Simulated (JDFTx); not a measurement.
**Ga under changes of volume**

One of the cells (18.685 Å³/atom); the others are scaled copies at fixed shape and fractional positions:

```
Ga
1.0
     1.45000   -4.06500    0.00000
     1.45000    4.06500    0.00000
     0.00000    0.00000    3.17000
Ga
2
Direct
  0.13300 0.86700 0.75000
  0.86700 0.13300 0.25000
```

This isn't the form of Ga at room conditions, which is orthorhombic.

| Item | Value |
| --- | --- |
| Program | JDFTx 1.7.0 (patched build) |
| Functional | PBEsol |
| Potentials or basis | PseudoDojo-SR-PBEsol-0.4.1-standard with smoothed tails |
| Cutoff | 1088 eV |
| Density cutoff | 8708 eV |
| k mesh | 10 × 10 × 8 |
| Occupations | fermi-dirac, width 0.05 eV |
| Spin | no spin polarisation |

| volume (Å³/atom) | energy over the lowest point (meV/atom) | pressure (GPa) | largest force (eV/Å) |
| --- | --- | --- | --- |
| 17.564 | 2.42 | 1.7 | 0.234 |
| 17.937 | 0.00 | 0.3 | 0.226 |
| 18.311 | ? | ? | ? |
| 18.685 | 4.11 | -2.1 | 0.211 |
| 19.058 | 9.98 | -3.0 | 0.203 |
| 19.432 | 17.97 | -3.8 | 0.194 |
| 19.806 | 27.79 | -4.6 | 0.187 |

Question: What does the run at 18.311 Å³/atom give?

Answer: Energy over the lowest point 0.68 meV/atom; pressure -1.0 GPa; largest force 0.218 eV/Å.

Worked out: A Birch-Murnaghan fit of order 3 (a polynomial in V^(-2/3)) to the other rows has its minimum at 18.04 Å³/atom with B0 = V·E''(V) = 63 GPa and B' = 5.3 at fixed shape and positions, which overstates the stiffness. It gives 0.68 meV/atom at 18.311 Å³/atom, against the run's 0.68, and -dE/dV = -0.9 GPa, against -1.0.

Energies are extrapolated to zero smearing.
